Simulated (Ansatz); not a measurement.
**In (omega type): how the settings move a relaxation**

How sensitive is a relaxation of In (omega type) to its settings? A reference run comes first, then one run with altered input.

Method: reference: DFT, PBE, PAW with Ansatz's default frozen-core files, scalar-relativistic, in Ansatz 0.2.0.

## Step 1: The system as given

The structure is hexagonal, space group P6/mmm (No. 191). The conventional cell has a = 5.214 Å, b = 5.214 Å, c = 3.204 Å, α = 90.00°, β = 90.00°, γ = 120.00°. Around In (site symmetry 6/mmm) lie 14 In at 3.20 to 3.41 Å. In (site symmetry -6m2) is surrounded by 11 In at 3.01 to 3.41 Å.

Coordinates:

```cif
data_structure
_symmetry_space_group_name_H-M 'P6/mmm'
_symmetry_Int_Tables_number 191
_cell_length_a 5.2144
_cell_length_b 5.2144
_cell_length_c 3.2038
_cell_angle_alpha 90.000
_cell_angle_beta 90.000
_cell_angle_gamma 120.000
_cell_volume 75.44
loop_
_atom_site_label
_atom_site_type_symbol
_atom_site_symmetry_multiplicity
_atom_site_Wyckoff_symbol
_atom_site_fract_x
_atom_site_fract_y
_atom_site_fract_z
_atom_site_occupancy
In1 In 1 a 0.00000 0.00000 0.00000 1
In2 In 2 d 0.33333 0.66667 0.50000 1
```

## Step 2: Reference

input.yaml

```yaml
crystal:
  lattice:
    - [5.2144073704, 0.0, 0.0]
    - [-2.6072036852, 4.5158092485, 0.0]
    - [0.0, 0.0, 3.2038182747]
  atoms:
    - { symbol: In, position: [0.0, 0.0, 0.0] }
    - { symbol: In, position: [0.3333333333, 0.6666666667, 0.5] }
    - { symbol: In, position: [0.6666666667, 0.3333333333, 0.5] }
kpoints:
  mp_grid: { grid: [8, 8, 10] }
scf:
  occupations: { method: fermi_dirac, width: 0.1 }
hamiltonian:
  xc: pbe
  pseudopotentials: { kind: paw }
output:
  forces: true
  stress: true
relax:
  f_tol: 0.005
  max_steps: 30
  cell: { stress_tol: 0.05, fix: [volume] }
```

Started as:

```console
> ansatz run input.yaml --threads 1 --pin off --max-ram 3072MiB --backend cpu --events-out ev --progress --plain --runs-dir out
```

## Step 3: Variant: chi_scale 0.3

input.yaml: that of step 2 with these lines changed.

```diff
@@ -13,2 +13,3 @@
   occupations: { method: fermi_dirac, width: 0.1 }
+  initial_density: { chi_scale: 0.3 }
 hamiltonian:
```

Before running it: what results should come out? Wanted: for each run, ending; energy change; pressure; gap; force.

As calculated:

| run | ending | energy change | pressure (GPa) | gap (eV) | force (eV/Å) | cycles | time |
| --- | --- | --- | --- | --- | --- | --- | --- |
| reference | converged | 0 | 4.7 | 0.00 | 0.00 | 19 | 15 s |
| 1: chi_scale 0.3 | converged | 0.0 meV/atom | 4.7 | 0.00 | 0.00 | 19 | 16 s |

What this shows: Energy and cycle count are those of the reference, so the change (start) left the result and the number of cycles as they were.
